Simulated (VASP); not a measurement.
## Ge: single point with PBEsol

Ge:

```
Ge
1.0
     4.00312    0.00000    0.00000
    -2.00156    3.46680    0.00000
     0.00000    0.00000   13.15671
Ge
8
Direct
  0.00000 0.00000 0.40685
  0.00000 0.00000 0.59315
  0.00000 0.00000 0.90685
  0.00000 0.00000 0.09315
  0.33333 0.66667 0.34406
  0.66667 0.33333 0.65594
  0.66667 0.33333 0.84406
  0.33333 0.66667 0.15594
```

This isn't the form of Ge at room conditions, which is diamond.

- Program: VASP 6.6.1
- Task: single point
- Functional: PBEsol
- Potentials or basis: VASP PAW PBE potentials, release 64 (Ge_d)
- Cutoff: 520 eV
- k mesh: 6 × 6 × 2
- Occupations: gaussian, width 0.1 eV
- Spin: no spin polarisation
- Dipole correction: no
- Further INCAR settings: ALGO = Fast; EDIFF = 1e-06; NBANDS = 66

| Item | Value |
| --- | --- |
| Pressure | -0.1 GPa |
| Largest force | 0.015 eV/Å |
| Band gap on the k mesh | 0.05 eV, direct |

Forces in eV/Å, atoms in the order of the input:
```
Ge   0.000  0.000 -0.015
Ge   0.000  0.000  0.015
Ge   0.000  0.000 -0.015
Ge   0.000  0.000  0.015
Ge   0.000  0.000  0.004
Ge   0.000  0.000 -0.004
Ge   0.000  0.000  0.004
Ge   0.000  0.000 -0.004
```

Stress tensor (GPa, compression positive):
```
 0.12  0.00  0.00
 0.00  0.12  0.00
 0.00  0.00 -0.42
```

Levels at points of the mesh, in eV from the valence-band top:
```
           k point  band 53  band 54  band 55  band 56  band 57  band 58  band 59  band 60
(0.00, 0.00, 0.00)    -0.83    -0.13    -0.06     0.00     0.05     0.05     0.46     0.78
(0.50, 0.00, 0.00)    -2.41    -2.40    -1.83    -1.43     0.17     0.31     0.55     1.37
(0.00, 0.00, 0.50)    -0.29    -0.29    -0.29    -0.29     0.13     0.13     1.12     1.12
(0.50, 0.00, 0.50)    -2.61    -2.61    -1.78    -1.78     0.60     0.60     1.24     1.24
```

Run time: 2 min on 1 thread of Intel(R) Xeon(R) 6975P-C (Granite Rapids), with other jobs on the host, peak memory 0.33 GiB.

Caveat: the PAW data sets were made with another functional, which shifts forces and pressure a little. A k mesh can miss the band edges.
